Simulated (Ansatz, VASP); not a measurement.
# C: VASP beside Ansatz, part 2 of 2

Wanted: the spread between two codes on one cell, functional and k mesh. The structure shown is the start of the Ansatz relaxation below; VASP solves that cell, so the two are compared at the walk's first step.

VASP 6.6.1 and Ansatz 0.2.0.

So far. Step 4 (Side by side): The forces differ by 2.6 meV/Å r.m.s., which is 3.0 % of the r.m.s. force of 0.086 eV/Å (both taken over all components). With vacuum in the cell, a pressure given here is an average over mostly empty space and none of the material.

### 6. VASP: single point, PBEsol, start cell, pair 2

Level of this step: PBEsol; plane waves and PAW (C) (VASP).

The same cell, functional, mesh and smearing now go to VASP, with its own data sets.

The input, INCAR:

```
SYSTEM = C
PREC = Accurate
ENCUT = 520
EDIFF = 1E-06
NELM = 120
ISMEAR = 1
SIGMA = 0.2
LREAL = .FALSE.
ALGO = Normal
GGA = PS
NBANDS = 10
LORBIT = 11
LWAVE = .FALSE.
LCHARG = .FALSE.
ISIF = 2
LDIPOL = .TRUE.
IDIPOL = 3
DIPOL = 0.5 0.5 0.42
LVHAR = .TRUE.
LASPH = .TRUE.
GGA_COMPAT = .FALSE.
EFERMI = MIDGAP
NELMDL = -8
KPAR = 2
```

The input, POSCAR:

```
C
1.0
    2.3848894941      0.0000000000      0.0000000000
   -1.1924447470      2.1292524609      0.0000000000
    0.0000000000      0.0000000000     23.8000000000
C
2
Direct
    0.3338866104      0.6677732210      0.4201680672
    0.6661131751      0.3322263504      0.4201680672
```

The input, KPOINTS:

```
Automatic mesh
0
Gamma
24 24 1
0 0 0
```

PAW data sets: C (PBE family, release 64).

Launch:

```sh
$ mpirun -np 2 vasp_std
```

Numbers of over 12 decimals in the logs are rounded to 6 here.

The program printed:

```text
[banner, memory and clock lines left out]
running    2 mpi-ranks, on    1 nodes
[...]
[... a notice as in an earlier step ...]

 LDA part: xc-table for (Slater+PW92), standard interpolation
 POSCAR, INCAR and KPOINTS ok, starting setup
[...]
entering main loop
       N       E                     dE             d eps       ncg     rms          rms(c)
DAV:   1     0.573564464700E+02    0.57356E+02   -0.33170E+03  3244   0.571E+02
DAV:   2    -0.154061507848E+02   -0.72763E+02   -0.60635E+02  4444   0.119E+02
DAV:   3    -0.206525984037E+02   -0.52464E+01   -0.51962E+01  4426   0.442E+01
DAV:   4    -0.207080743129E+02   -0.55476E-01   -0.55456E-01  4962   0.490E+00
[...]
DAV:  21    -0.192240912333E+02   -0.26582E-05   -0.19930E-08  4040   0.811E-04    0.291E-04
DAV:  22    -0.192240936545E+02   -0.24212E-05   -0.28203E-08  3376   0.649E-04    0.191E-04
DAV:  23    -0.192240937830E+02   -0.12851E-06   -0.62588E-10  4138   0.147E-04
   1 F= -.19224094E+02 E0= -.19224124E+02  d E =0.917177E-04
```

OUTCAR, selected parts (step 6):

```text
  Total        3.8408818      0.8190256     -0.0111189      0.0000000      0.0000000      0.0000000
  in kB       50.9177430     10.8576466     -0.1474008      0.0000000      0.0000000      0.0000000
  external PRESSURE =      20.5426629 kB  Pullay stress =       0.0000000 kB

 POSITION                                       TOTAL-FORCE (eV/Angst)
 -----------------------------------------------------------------------------------
     -0.00000      1.42186     10.00000         0.000000      0.178850      0.000000
      1.19244      0.70739     10.00000        -0.000000     -0.178850      0.000000
 -----------------------------------------------------------------------------------
    total drift:                                0.000000      0.000169     -0.000007

  FREE ENERGIE OF THE ION-ELECTRON SYSTEM (eV)
  ---------------------------------------------------
  free  energy   TOTEN  =       -19.2240937830 eV

  energy  without entropy=      -19.2241855007  energy(sigma->0) =      -19.22412436

[... 1 part as in an earlier step ...]

[... 2 further parts left out ...]
[key lines of the parts left out:]
E-fermi :  -2.8785
```

The run ends at a pressure of 2.05 GPa, with forces up to 0.18 eV/Å.

### 7. Comparison

Forces (eV/Å; atoms numbered as in POSCAR):

```
atom        Ansatz x, y, z          VASP x, y, z
  C1   0.000, 0.172, 0.000   0.000, 0.179, 0.000
  C2  0.000, -0.172, 0.000  0.000, -0.179, 0.000
```

The forces differ by 3.8 meV/Å r.m.s., which is 3.7 % of the r.m.s. force of 0.103 eV/Å (both taken over all components). With vacuum in the cell, a pressure given here is an average over mostly empty space and none of the material.

### 8. Ansatz: relaxation, PBEsol

The two programs are compared at the cell with which this relaxation starts, whose forces are those of its first step.

The structure compared here is the start of the Ansatz relaxation; VASP solves that cell, so the two are compared at the walk's first step.

The input, input.yaml:

```yaml
crystal:
  lattice:
    - [2.458648963, 0.0, 0.0]
    - [-1.2293244815, 2.0653748871, 0.0]
    - [0.0, 0.0, 23.8]
  atoms:
    - { symbol: C, position: [0.3327405224, 0.6654810448, 0.4201680672] }
    - { symbol: C, position: [0.6672594776, 0.3345189552, 0.4201680672] }
  periodic: [true, true, false]
kpoints:
  mp_grid: { grid: [24, 24, 1] }
hamiltonian:
  xc: pbesol
  pseudopotentials: { kind: paw, azcp: { folder: soft_1 }, xc_functional: pbe }
scf:
  occupations: { method: methfessel_paxton, width: 0.2 }
output:
  forces: true
  stress: true
  eigenvalues: true
relax:
  adjacent_minimum: "off"
  f_tol: 0.001
  max_steps: 60
```

Launch:

```sh
$ ansatz run input.yaml --threads 4 --pin off --max-ram 16384MiB --backend cpu --events-out ev --progress --plain --runs-dir out
```

The program printed:

```text
[...]
Crystal: 2 atoms, lattice volume = 120.857 Å³
Basis set: ecut = 420 eV, 2273 PW (Γ), exchange–correlation on 36×36×320 points (8 copies of the dense FFT grid, shifted against one another)
Bands: 8, of which v1, the nominal top of the filled ones, is band 4 counted from 1 (3 counted from 0)
Symmetry: 8 space group operations
[...]
° read free of the cell's end (the report's vacuum.weakly_bound_levels)
--- Relaxed structure (5 steps of the walk, 5 accepted, 0 SCFs on fresh bases) ---
  F+E_penalty+E_count = -493.32316809 eV   max|allowed force component| = 1.279e-4 eV/Å
  cell:  # Å, volume = 120.8572 Å³
    - [2.458648963, 0.0, 0.0]
    - [-1.2293244815, 2.0653748871, 0.0]
    - [0.0, 0.0, 23.8]
  atoms:
    - { symbol: C, position: [0.332354, 0.664708, 0.420168] }
    - { symbol: C, position: [0.667646, 0.335292, 0.420168] }
[key lines of the parts left out:]
SCF converged after 3 iterations
Free energy (F): -493.323168 eV
Fermi energy:    -4.170818 eV
P = ½ c Tr σ = 6.9251 N/m
```

### 9. VASP: single point, PBEsol, start cell, pair 3

The same cell, functional, mesh and smearing now go to VASP, with its own data sets.

INCAR is that of step 6.

The input, POSCAR:

```
C
1.0
    2.4586489630      0.0000000000      0.0000000000
   -1.2293244815      2.0653748871      0.0000000000
    0.0000000000      0.0000000000     23.8000000000
C
2
Direct
    0.3327404638      0.6654809274      0.4201680672
    0.6672593678      0.3345187354      0.4201680672
```

KPOINTS is that of step 6.

Launch:

```sh
$ mpirun -np 2 vasp_std
```

The program printed:

```text
[... set-up lines as in an earlier step ...]
 entering main loop
       N       E                     dE             d eps       ncg     rms          rms(c)
DAV:   1     0.559929325232E+02    0.55993E+02   -0.33552E+03  3276   0.572E+02
DAV:   2    -0.156405774533E+02   -0.71634E+02   -0.59774E+02  4478   0.119E+02
DAV:   3    -0.206612750292E+02   -0.50207E+01   -0.50034E+01  4478   0.433E+01
DAV:   4    -0.207084915631E+02   -0.47217E-01   -0.47209E-01  5118   0.459E+00
[...]
DAV:  21    -0.192242790846E+02   -0.16447E-05   -0.16184E-08  4190   0.790E-04    0.198E-04
DAV:  22    -0.192242818067E+02   -0.27222E-05   -0.33544E-08  3406   0.650E-04    0.210E-04
DAV:  23    -0.192242819216E+02   -0.11488E-06   -0.41862E-10  4134   0.118E-04
   1 F= -.19224282E+02 E0= -.19224316E+02  d E =0.101642E-03
```

From OUTCAR (step 9):

```text
  Total        0.8298825      3.8312174     -0.0110893      0.0000000      0.0000000      0.0000000
  in kB       11.0015738     50.7896250     -0.1470088      0.0000000      0.0000000      0.0000000
  external PRESSURE =      20.5480633 kB  Pullay stress =       0.0000000 kB

 POSITION                                       TOTAL-FORCE (eV/Angst)
 -----------------------------------------------------------------------------------
      0.00000      1.37447     10.00000        -0.000000     -0.208380     -0.000000
      1.22932      0.69091     10.00000         0.000000      0.208380      0.000000
 -----------------------------------------------------------------------------------
    total drift:                               -0.000000      0.000128     -0.000003

  FREE ENERGIE OF THE ION-ELECTRON SYSTEM (eV)
  ---------------------------------------------------
  free  energy   TOTEN  =       -19.2242819216 eV

  energy  without entropy=      -19.2243835632  energy(sigma->0) =      -19.22431580

[... 1 part as in an earlier step ...]

[... 2 further parts left out ...]
[key lines of the parts left out:]
E-fermi :  -2.8784
```

The run ends at a pressure of 2.05 GPa, with forces up to 0.21 eV/Å.

### 10. Comparison

Forces (eV/Å; atoms numbered as in POSCAR):

```
atom        Ansatz x, y, z          VASP x, y, z
  C1  0.000, -0.202, 0.000  0.000, -0.208, 0.000
  C2   0.000, 0.202, 0.000   0.000, 0.208, 0.000
```

The forces differ by 3.5 meV/Å r.m.s., which is 2.9 % of the r.m.s. force of 0.120 eV/Å (both taken over all components). With vacuum in the cell, a pressure given here is an average over mostly empty space and none of the material.

### 11. Results

| Property | Result |
| --- | --- |
| r.m.s. force difference (single point, PBEsol, start cell, pair 1) | 2.6 meV/Å |
| r.m.s. force difference (single point, PBEsol, start cell, pair 2) | 3.8 meV/Å |
| r.m.s. force difference (single point, PBEsol, start cell, pair 3) | 3.5 meV/Å |

**Reading.** The r.m.s. force difference is 3.8 meV/Å (single point, PBEsol, start cell, pair 2), within the 12 meV/Å picked in this series as the mark of a large difference. 12 further runs of this series are not shown here. How closely two codes agree says nothing of how well the functional describes the real material.

[Lines on the potential files, build, host, timing and source positions are cut from VASP's logs without a mark.]

[Logs are printed without paths, hosts, clocks, repeated set-up lines and the standing remarks that a program may print on its own settings, such as how far it seeks lower states.]

[Hosts, paths, dates, database ids (printed as entryN), source tags and the programs' standing remarks are cut or masked in the printed files.]
